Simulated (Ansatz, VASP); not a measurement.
## TaN in VASP and in Ansatz

```
Ta N
1.0
     2.93800    0.00000    0.00000
    -1.46900    2.54438    0.00000
     0.00000    0.00000    2.88300
Ta N
1 1
Cartesian
  -0.0500 1.6963 1.4415
  0.0000 0.0000 0.0000
```

Alike in both runs: task single point; functional PBEsol; k mesh 12 × 12 × 10; occupations fermi-dirac, width 0.1 eV; no spin polarisation.

|  | VASP | Ansatz |
| --- | --- | --- |
| version | VASP 6.6.1 | Ansatz 0.2.0 |
| potentials or method | VASP PAW PBE potentials, release 64 (Ta_pv, N) | plane waves, PAW |
| plane-wave cutoff (eV) | 520 | 450 |
| valence electrons in the cell | 16 | 18 |

|  | VASP | Ansatz | Ansatz less VASP |
| --- | --- | --- | --- |
| rms of the force components (eV/Å) | 0.376 | 0.373 | -0.0028 |

Atom by atom the forces differ by 0.003 eV/Å (rms over components). The functional is the same, so the differences come from potentials, cutoffs and numerics. The two sets of potentials don't hold the same shells in valence.

Caveats: the PAW data sets were made with another functional, which shifts forces and pressure a little (VASP). The runs have no spin-orbit coupling, so splittings on Ta are missing.
